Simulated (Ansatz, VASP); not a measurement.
**Si2Mo: VASP and Ansatz over several settings**

```
CELL_PARAMETERS angstrom
-1.60000 1.60000 3.93050
1.60000 -1.60000 3.93050
1.60000 1.60000 -3.93050
ATOMIC_POSITIONS crystal
Mo 0.00000 0.00000 0.00000
Si 0.66700 0.66700 0.00000
Si 0.33300 0.33300 0.00000
```

Single points on this cell with VASP 6.6.1 and Ansatz 0.2.0. Each row is one pair of runs. Alike in all rows: spin: off; k mesh: 12 × 12 × 12; Ansatz's potentials, cutoff: Ansatz PAW, 420 eV.

| level | smearing | VASP's potentials, cutoff | gap on the k mesh at the Fermi level (eV), VASP | gap on the k mesh at the Fermi level (eV), Ansatz | pressure (GPa), VASP | pressure (GPa), Ansatz | largest component of the traceless stress (GPa), VASP | largest component of the traceless stress (GPa), Ansatz |
| --- | --- | --- | --- | --- | --- | --- | --- | --- |
| PBE | gaussian, width 0.02 eV | VASP PAW PBE potentials, release 64 (Mo_sv, Si), 520 eV | none | none | 2.4 | 2.2 | 0.77 | 0.76 |
| PBEsol | gaussian, width 0.05 eV | VASP PAW PBE potentials, release 64 (Mo_sv_GW, Si_GW), 550 eV | none | none | -2.9 | -2.7 | 0.81 | 0.83 |
| PBE | fermi-dirac, width 0.05 eV | VASP PAW PBE potentials, release 64 (Mo_sv, Si), 520 eV | none | none | 2.4 | 2.2 | 0.79 | 0.78 |
| PBEsol | fermi-dirac, width 0.05 eV | VASP PAW PBE potentials, release 64 (Mo_sv, Si), 520 eV | none | none | -2.4 | -2.7 | 0.83 | 0.84 |

Pressure (GPa): the two programs differ by at most 0.36; largest component of the traceless stress (GPa): the two programs differ by at most 0.021.

A gap of «none» marks a metal or a gap that the smearing closes.

Caveats: the PAW data sets were made with another functional, which shifts forces and pressure a little (VASP); the PAW data sets come from PBE, with cores solved anew for the run's functional, which leaves a small shift of forces and pressure (Ansatz).
